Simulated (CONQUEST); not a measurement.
Runs of CONQUEST 1.3 on PbS (Galena). The structure is cubic, space group Fm-3m (No. 225). Conventional cell: a = 5.932 Å, b = 5.932 Å, c = 5.932 Å, α = 90.00°, β = 90.00°, γ = 90.00°. Pb (site symmetry m-3m) is surrounded by 6 S at 2.97 Å. S (site symmetry m-3m) has 6 Pb at 2.97 Å as nearest neighbours. 

| level | potentials or basis | cell | smearing | other keys | gap on the mesh (eV) | pressure (GPa) | largest force (eV/Å) |
| --- | --- | --- | --- | --- | --- | --- | --- |
| PBE | PseudoDojo NC PBE, DZP, grid cutoff 150 Ha | atoms moved at random, drawn with an rms of 0.05 Å | fermi-dirac 0.05 eV | - | 0.85 | 2.8 | 0.03 |
| PBEsol | PseudoDojo NC PBEsol, DZP, grid cutoff 100 Ha | as given | fermi-dirac 0.027 eV | several, not listed | - | (a) | - |
| PBE | PseudoDojo NC PBE, DZP, grid cutoff 120 Ha | as given | fermi-dirac 0.05 eV | - | - | 2.8 | - |
| PBE | PseudoDojo NC PBE, SZP, grid cutoff 120 Ha | as given | fermi-dirac 0.05 eV | - | - | 3.3 | - |
| PBE | PseudoDojo NC PBE, DZ, grid cutoff 120 Ha | atoms moved at random, drawn with an rms of 0.05 Å | fermi-dirac 0.05 eV | - | 0.90 | 4.7 | 0.05 |
| PBE | PseudoDojo NC PBE, DZP, grid cutoff 200 Ha | atoms moved at random, drawn with an rms of 0.05 Å | fermi-dirac 0.05 eV | - | 0.85 | 2.8 | 0.03 |
| PBE | PseudoDojo NC PBE, SZP, grid cutoff 120 Ha | atoms moved at random, drawn with an rms of 0.05 Å | fermi-dirac 0.05 eV | - | 1.01 | 3.4 | 0.05 |

Alike in all rows: task single point; no spin polarisation; k mesh 6 × 6 × 5.

Question: Estimate the missing entries.

Answer: (a) -0.3.

Caveats: the basis of atomic orbitals isn't converged, which shifts pressures, moduli and gaps; spin-orbit coupling is left out, which as a rule narrows the gap of such compounds by several tenths of an eV (some runs); an odd mesh through Γ misses points on the zone boundary, where band edges often lie (some runs); the atomic basis is small (some runs); the box holds several primitive cells, so bands are folded and the points are those of the box's own zone (some runs).

A k mesh can miss the band edges, and the runs leave out spin-orbit coupling on Pb.
